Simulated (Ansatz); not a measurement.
## Residual resistivity of an alloy: Ag(111) with 4 layers of random Ag-Au, 2x2

Wanted: resistance against the alloy's length, first Ag(111) with 4 layers of random Ag-Au, 2x2.

Program: Ansatz 0.2.0. Level of theory: Ansatz plane-wave DFT, PBE, PAW files; ballistic transport by layer matching (Landauer), zero bias; PAW set soft_1. Results are calculated unless marked as measured.

Report form: the programs' logs are mostly left out.

## 1. Starting point

The cell holds 40 atoms: 38 Ag and 2 Au. Its edges and angles: a = 5.779 Å, b = 5.779 Å, c = 23.651 Å, α = 93.5°, β = 86.5°, γ = 120.0°. It derives from Ag. Regions: lead, 24 atoms (24 Ag); scattering region, 16 atoms (14 Ag and 2 Au). The structure is stacked along c, and the current runs across the ab planes.

## 2. With 4 alloy layers

In 4 layers a share of 0.125 of the sites is given to Au at random. The layers about the cell's end stay perfect and serve as the lead. Energies from -0.05 to 0.05 eV in steps of 0.05 eV are too few for the program's thermal sum, so it prints no conductance; for a metal the transmission near the Fermi level serves, at a fraction of the cost.

File input.yaml:

```yaml
crystal:
  lattice:
    - [5.7787594586, 0.0, 0.0]
    - [-2.8893797293, 5.0045524935, 0.0]
    - [1.4446898646, -0.8340920822, 23.5916866996]
  atoms:
    - { symbol: Ag, position: [0.9916666667, 0.0083333333, 0.05] }
    - { symbol: Ag, position: [0.9916666667, 0.5083333333, 0.05] }
    - { symbol: Ag, position: [0.4916666667, 0.0083333333, 0.05] }
    - { symbol: Ag, position: [0.4916666667, 0.5083333333, 0.05] }
    - { symbol: Ag, position: [0.1416666667, 0.3583333333, 0.15] }
    - { symbol: Ag, position: [0.1416666667, 0.8583333333, 0.15] }
    - { symbol: Ag, position: [0.6416666667, 0.3583333333, 0.15] }
    - { symbol: Ag, position: [0.6416666667, 0.8583333333, 0.15] }
[... 28 atom lines left out ...]
    - { symbol: Ag, position: [0.8416666667, 0.1583333333, 0.95] }
    - { symbol: Ag, position: [0.8416666667, 0.6583333333, 0.95] }
    - { symbol: Ag, position: [0.3416666667, 0.1583333333, 0.95] }
    - { symbol: Ag, position: [0.3416666667, 0.6583333333, 0.95] }
kpoints:
  mp_grid: { grid: [4, 4, 1] }
hamiltonian:
  xc: pbe
  pseudopotentials: { kind: paw, azcp: { folder: soft_1 } }
scf:
  occupations: { method: fermi_dirac, width: 0.1 }
output:
  transmission: { leads: [[0, 4]], kmesh: [8, 8], e_range: [-0.05, 0.05], de: 0.05 }
  write_potential: true
  write_density: true
  volumetric_format: npy
```

Started as:

```sh
$ ansatz run input.yaml --threads 4 --pin off --max-ram 15360MiB --backend cpu --events-out ev --progress --plain --runs-dir out
```

The job ended after 5.4 min (4 threads of Arm Neoverse V1, shared host; peak memory 5.4 GiB; 18 min of CPU time).

Numbers from this step:

```yaml
free_energy: -314745.2020 eV
energy_at_zero_smearing: -314744.9842 eV
fermi_energy: 17.39 eV
cell_area: 28.92 Å²
transmission_per_spin_nearest_the_fermi_level: 3.140
open_channels_per_spin_nearest_the_fermi_level: 3.234
step_of_the_lead_s_potential: 1.7 meV
```

Per spin. The transmission, zone mean by energy, zero at the Fermi level:

| energy (eV) | transmission, zone mean |
| --- | --- |
| -0.0500 | 3.13 |
| 0.0000 | 3.14 |
| 0.0500 | 3.14 |

Per spin. The open channels, zone mean, lead stays at 3.23 for energy from -0.05 to 0.05 eV.

Transmission over k1 and k2. At 0.0000 eV from the Fermi level.

Values, 8 rows by 8 columns:
```
2.95 3.88 2.96 2.95 3.84 2.93 2.93 2.94
2.94 2.96 3.91 2.96 3.81 2.95 2.94 2.93
2.93 2.95 2.96 2.88 2.76 2.95 2.95 2.93
3.83 3.84 3.81 2.76 2.82 2.76 3.81 3.84
2.93 2.93 2.95 2.95 2.76 2.88 2.96 2.95
2.94 2.93 2.94 2.95 3.81 2.96 3.91 2.96
2.95 2.94 2.93 2.93 3.84 2.95 2.96 3.88
3.87 2.95 2.94 2.93 3.83 2.93 2.94 2.95
```
Columns: k1 (b1) from -0.5 to 0.375; rows upwards: k2 (b2) from -0.5 to 0.375.

Open channels over k1 and k2. At 0.0000 eV from the Fermi level.

Ten even steps from '_' (3.00) to '@' (4.00):
```
__@@____@@______
____@@__@@______
________________
@@@@@@______@@@@
________________
________@@__@@__
________@@____@@
@@______@@______
```
Columns: k1 (b1) from -0.5 to 0.375; rows upwards: k2 (b2) from -0.5 to 0.375.

Over the solved energies the transmission per spin lies between 3.13 and 3.14, out of 3.23 channels of the lead on average (up to 3.23).

## 3. With 8 alloy layers

In 8 layers a share of 0.125 of the sites is given to Au at random. A fresh draw is used; the growth of the resistance with length is what counts.

System of this step: Ag(111) with 8 layers of random Ag-Au, 2x2. The cell holds 56 atoms: 52 Ag and 4 Au. Its edges and angles: a = 5.779 Å, b = 5.779 Å, c = 33.070 Å, α = 87.5°, β = 92.5°, γ = 120.0°. It derives from Ag. Regions: lead, 24 atoms (24 Ag); scattering region, 32 atoms (28 Ag and 4 Au). The structure is stacked along c, and the current runs across the ab planes.

File input.yaml:

```yaml
crystal:
  lattice:
    - [5.7787594586, 0.0, 0.0]
    - [-2.8893797293, 5.0045524935, 0.0]
    - [-1.4446898646, 0.8340920822, 33.0283613795]
  atoms:
    - { symbol: Ag, position: [0.005952381, 0.994047619, 0.0357142857] }
    - { symbol: Ag, position: [0.005952381, 0.494047619, 0.0357142857] }
    - { symbol: Ag, position: [0.505952381, 0.994047619, 0.0357142857] }
    - { symbol: Ag, position: [0.505952381, 0.494047619, 0.0357142857] }
    - { symbol: Ag, position: [0.1845238095, 0.3154761905, 0.1071428571] }
    - { symbol: Ag, position: [0.1845238095, 0.8154761905, 0.1071428571] }
    - { symbol: Ag, position: [0.6845238095, 0.3154761905, 0.1071428571] }
    - { symbol: Ag, position: [0.6845238095, 0.8154761905, 0.1071428571] }
[... 44 atom lines left out ...]
    - { symbol: Ag, position: [0.3273809524, 0.1726190476, 0.9642857143] }
    - { symbol: Ag, position: [0.3273809524, 0.6726190476, 0.9642857143] }
    - { symbol: Ag, position: [0.8273809524, 0.1726190476, 0.9642857143] }
    - { symbol: Ag, position: [0.8273809524, 0.6726190476, 0.9642857143] }
kpoints:
  mp_grid: { grid: [4, 4, 1] }
hamiltonian:
  xc: pbe
  pseudopotentials: { kind: paw, azcp: { folder: soft_1 } }
scf:
  occupations: { method: fermi_dirac, width: 0.1 }
output:
  transmission: { leads: [[0, 4]], kmesh: [8, 8], e_range: [-0.05, 0.05], de: 0.05 }
  write_potential: true
  write_density: true
  volumetric_format: npy
```

It took 11 min on 4 threads; peak memory 8.2 GiB; 45 min of CPU time.

Numbers from this step:

* free energy: -447316.3335 eV
* energy at zero smearing: -447316.0177 eV
* transmission per spin nearest the Fermi level: 3.126
* open channels per spin nearest the Fermi level: 3.328
* step of the lead's potential: 5.9 meV

Per spin. Table of transmission, zone mean by energy, zero at the Fermi level:

```
energy (eV)  transmission, zone mean
    -0.0500                     3.12
     0.0000                     3.13
     0.0500                     3.07
```

Over the solved energies the transmission per spin lies between 3.07 and 3.13, out of 3.30 channels of the lead on average (up to 3.33).

## 4. With 12 alloy layers

In 12 layers a share of 0.125 of the sites is given to Au at random. A fresh draw is used; the growth of the resistance with length is what counts.

System of this step: Ag(111) with 12 layers of random Ag-Au, 2x2. The cell holds 72 atoms: 66 Ag and 6 Au. Its edges and angles: a = 5.779 Å, b = 5.779 Å, c = 42.465 Å, α = 90.0°, β = 90.0°, γ = 120.0°. It derives from Ag. Regions: lead, 24 atoms (24 Ag); scattering region, 48 atoms (42 Ag and 6 Au). The structure is stacked along c, and the current runs across the ab planes.

File input.yaml:

```yaml
crystal:
  lattice:
    - [5.7787594586, 0.0, 0.0]
    - [-2.8893797293, 5.0045524935, 0.0]
    - [0.0, 0.0, 42.4650360593]
  atoms:
    - { symbol: Ag, position: [0.0, 0.0, 0.0277777778] }
    - { symbol: Ag, position: [0.0, 0.5, 0.0277777778] }
    - { symbol: Ag, position: [0.5, 0.0, 0.0277777778] }
    - { symbol: Ag, position: [0.5, 0.5, 0.0277777778] }
    - { symbol: Ag, position: [0.1666666667, 0.3333333333, 0.0833333333] }
    - { symbol: Ag, position: [0.1666666667, 0.8333333333, 0.0833333333] }
    - { symbol: Ag, position: [0.6666666667, 0.3333333333, 0.0833333333] }
    - { symbol: Ag, position: [0.6666666667, 0.8333333333, 0.0833333333] }
[... 60 atom lines left out ...]
    - { symbol: Ag, position: [0.3333333333, 0.1666666667, 0.9722222222] }
    - { symbol: Ag, position: [0.3333333333, 0.6666666667, 0.9722222222] }
    - { symbol: Ag, position: [0.8333333333, 0.1666666667, 0.9722222222] }
    - { symbol: Ag, position: [0.8333333333, 0.6666666667, 0.9722222222] }
kpoints:
  mp_grid: { grid: [4, 4, 1] }
hamiltonian:
  xc: pbe
  pseudopotentials: { kind: paw, azcp: { folder: soft_1 } }
scf:
  occupations: { method: fermi_dirac, width: 0.1 }
output:
  transmission: { leads: [[0, 4]], kmesh: [8, 8], e_range: [-0.05, 0.05], de: 0.05 }
  write_potential: true
  write_density: true
  volumetric_format: npy
```

Elapsed: 30 min, on 4 threads; peak memory 8.1 GiB.

Numbers from this step:

| Item | Value |
| --- | --- |
| free energy | -579887.2107 eV |
| energy at zero smearing | -579886.7910 eV |
| Fermi energy | 17.50 eV |
| transmission per spin nearest the Fermi level | 3.042 |
| open channels per spin nearest the Fermi level | 3.234 |
| step of the lead's potential | 2 meV |

Per spin. Table of transmission, zone mean by energy, zero at the Fermi level:

```csv
energy (eV),"transmission, zone mean"
-0.0500,3.03
0.0000,3.04
0.0500,3.05
```

Over the solved energies the transmission per spin lies between 3.03 and 3.05, out of 3.23 channels of the lead on average (up to 3.23).

## 5. Resistance against length

This step: Ansatz plane-wave DFT, PBE, PAW files; ballistic transport by layer matching (Landauer), zero bias; residual resistivity from the slope of the area resistance, atoms on the host's lattice; PAW set soft_1 (Ansatz 0.2.0).

This step gave:

| Item | Value |
| --- | --- |
| resistivity | 2.055 µΩ cm |
| intercept | 0.02048 fΩ m² |
| scatter about the fit | 0.007197 fΩ m² |

Resistance, by row:

| run | length (Å) | T | channels N | RA (fΩ m²) |
| --- | --- | --- | --- | --- |
| n4 | 9.437 | 3.14 | 3.234 | 0.03478 |
| n8 | 18.87 | 3.106 | 3.297 | 0.06944 |
| n12 | 28.31 | 3.041 | 3.234 | 0.07356 |

Table of area resistance by length of the alloy:

```
length of the alloy (Å)  area resistance (fΩ m²)
                   9.44                   0.0348
                  18.87                   0.0694
                  28.31                   0.0736
```

The area resistance goes from 0.035 to 0.074 fΩ m² between 9.4 and 28.3 Å, a slope of 2.1 µΩ cm.

By hand from the end points: (0.07356 − 0.03478) fΩ m² / (28.31 − 9.44) Å = 2.1 µΩ cm, since 1 fΩ m² per Å is 1000 µΩ cm.

## 6. Outcome

- resistivity from the slope: 2.05 µΩ cm
- area resistance over 9.44 Å: 0.0348 fΩ m²
- area resistance over 18.9 Å: 0.0694 fΩ m²
- area resistance over 28.3 Å: 0.0736 fΩ m²

What this shows: The slope gives 2.1 µΩ cm. The points scatter by 0.0072 fΩ m² about the line, with one random draw a length in a 2x2 cell, so the slope is a rough value. The lead's own channel count moves between the runs (3.23, 3.30 and 3.23), which shifts RA and the slope too. Read with a model of isotropic scattering on a spherical Fermi surface and the lead's 0.87×10¹⁵ S/m², this slope means a mean free path near 521 Å; over these lengths the model's slope is 1.24 times its bulk resistivity, which would be 1.7 µΩ cm. The draw over the shortest length came out nearly ordered, with 8 symmetry operations, so that point is a poor sample of a random alloy. The atoms sit on the host's lattice, so scattering by size misfit is left out. Spin-orbit coupling is left out, which matters for Au.

[Logs are printed without paths, hosts, clocks, repeated set-up lines and the standing remarks that a program may print on its own settings, such as how far it seeks lower states.]

[Hosts, paths, dates, database ids (printed as entryN), source tags and the programs' standing remarks are cut or masked in the printed files.]
